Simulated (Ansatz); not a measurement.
# Te2Mo: properties at the relaxed cell

The task here is to estimate one member of a computed series from the others.

Program: Ansatz 0.2.0. Level of theory: DFT PBEsol, scalar-relativistic, plane waves, PAW. These are calculated values, not measurements.

## The structure to begin with

The structure is monoclinic, space group P2_1/m (No. 11). The conventional cell has a = 6.321 Å, b = 3.451 Å, c = 13.673 Å, α = 90.00°, β = 93.37°, γ = 90.00°. Around Te (site symmetry m) lie 3 Mo at 2.69 Å. Te (site symmetry m) has 3 Mo at 2.78 to 2.80 Å as nearest neighbours. Around Mo (site symmetry m) lie 6 Te at 2.69 to 2.80 Å and 2 Mo at 2.87 Å.

Structure file:

```cif
data_structure
_symmetry_space_group_name_H-M 'P 1'
_symmetry_Int_Tables_number 1
_cell_length_a 6.3206
_cell_length_b 3.4510
_cell_length_c 13.6733
_cell_angle_alpha 90.000
_cell_angle_beta 93.370
_cell_angle_gamma 90.000
_cell_volume 297.73
loop_
_atom_site_label
_atom_site_type_symbol
_atom_site_fract_x
_atom_site_fract_y
_atom_site_fract_z
_atom_site_occupancy
Te1 Te 0.55919 0.75000 0.34983 1
Te2 Te 0.44081 0.25000 0.65017 1
Te3 Te 0.58500 0.25000 0.10361 1
Te4 Te 0.41500 0.75000 0.89639 1
Te5 Te 0.09317 0.75000 0.15061 1
Te6 Te 0.90683 0.25000 0.84939 1
Te7 Te 0.05706 0.25000 0.39613 1
Te8 Te 0.94294 0.75000 0.60387 1
Mo1 Mo 0.32013 0.75000 0.50667 1
Mo2 Mo 0.67987 0.25000 0.49333 1
Mo3 Mo 0.18130 0.25000 0.00766 1
Mo4 Mo 0.81870 0.75000 0.99234 1
```

This cell was relaxed beforehand with the same method: volume 24.81 Å³/atom, gap on the mesh none (metal).

The first run:

Contents of input.yaml:

```yaml
crystal:
  lattice:
    - [6.2566830165, 0.0, 0.0322905096]
    - [0.0, 3.4161439335, 0.0]
    - [-0.8652912095, 0.0, 13.50744542]
  atoms:
    - { symbol: Te, position: [0.5591904178, 0.75, 0.3498315733] }
    - { symbol: Te, position: [0.4408095822, 0.25, 0.6501684267] }
    - { symbol: Te, position: [0.5850037262, 0.25, 0.1036104317] }
    - { symbol: Te, position: [0.4149962738, 0.75, 0.8963895683] }
    - { symbol: Te, position: [0.0931709491, 0.75, 0.1506074527] }
    - { symbol: Te, position: [0.9068290509, 0.25, 0.8493925473] }
    - { symbol: Te, position: [0.0570582854, 0.25, 0.3961303771] }
    - { symbol: Te, position: [0.9429417146, 0.75, 0.6038696229] }
    - { symbol: Mo, position: [0.3201344683, 0.75, 0.5066668515] }
    - { symbol: Mo, position: [0.6798655317, 0.25, 0.4933331485] }
    - { symbol: Mo, position: [0.1813033324, 0.25, 0.007664689] }
    - { symbol: Mo, position: [0.8186966676, 0.75, 0.992335311] }
basis:
  ecutwfc: 420
kpoints:
  mp_grid: { grid: [6, 10, 4] }
hamiltonian:
  xc: pbesol
scf:
  occupations: { method: gaussian, width: 0.1 }
output:
  forces: true
  stress: true
  eigenvalues: true
relax:
  adjacent_minimum: "off"
  f_tol: 0.01
  max_steps: 30
  cell: { stress_tol: 0.1, fix: [volume] }
```

Started as:

```bash
> ansatz run input.yaml --threads 8 --pin off --max-ram 22528MiB --backend cpu --events-out ev --progress --plain --runs-dir out
```

Among the steps run: Point at V/V0 = 0.97; The cell scaled to 1.03 of its volume; Volume × 0.94; Point at V/V0 = 1.06; The cell scaled to 0.91 of its volume; The cell scaled to 1.10 of its volume; Volume × 0.88.

One of the session's tables, all rows but one given; the rest of the session is left out.

It belongs to the step «Fit of the equation of state». 

| volume (Å³/atom) | energy above the lowest point (meV/atom) | pressure (GPa) |
| --- | --- | --- |
| 21.834 | 61.7 | 8.45 |
| 22.578 | ? | ? |
| 23.322 | 11.3 | 2.86 |
| 24.067 | 2.3 | 1.10 |
| 24.811 | 0.0 | -0.01 |
| 25.555 | 1.2 | -0.37 |
| 26.300 | 3.3 | -0.55 |
| 27.292 | 7.4 | -0.73 |

Q: Estimate the row for volume (Å³/atom) = 22.578 from the others.

Worked estimate for «energy above the lowest point (meV/atom)». A straight line through the neighbours (21.834, 61.7) and (23.322, 11.3) gives 61.7 + (11.3 − 61.7) × (22.578 − 21.834) / (23.322 − 21.834) = 36.5; a parabola fitted to 3 rows on both sides gives 31.1.

As computed: energy above the lowest point (meV/atom): 30.0; pressure (GPa): 5.30. In «energy above the lowest point (meV/atom)» the line misses by +6.5 and the parabola by +1.1.

Caveats from the session: Layers here are held mostly by dispersion, which this level lacks, so their spacing and the stiffness across them are unreliable there.
